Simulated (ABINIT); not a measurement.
The system is TiAl.

```
CELL_PARAMETERS angstrom
2.86726 0.00000 0.00000
-1.43363 2.48312 0.00000
0.00000 0.00000 4.67808
ATOMIC_POSITIONS crystal
Ti 0.00000 0.00000 0.00000
Al 0.33333 0.66667 0.50000
```

The cell comes from a database or a generator and needn't be the stable form of this composition.

Base run:

| Quantity | Value |
| --- | --- |
| Program | ABINIT 10.8.3 (patched build) |
| Functional | PBEsol |
| Potentials or basis | JTH PAW PBE v2.0 |
| Cutoff | 490 eV |
| k mesh | 11 × 11 × 6 |
| Occupations | fermi-dirac, width 0.05 eV |
| Spin | no spin polarisation |

Its results: band gap on the k mesh none (metal or under the smearing width); pressure -2.6 GPa.

The run is repeated on the same cell with these changes: functional from PBEsol to r2SCAN. What comes out?

Band gap on the k mesh none (metal or under the smearing width); pressure -1.1 GPa.

Caveats: the PAW data sets were made with another functional, which shifts forces and pressure a little.
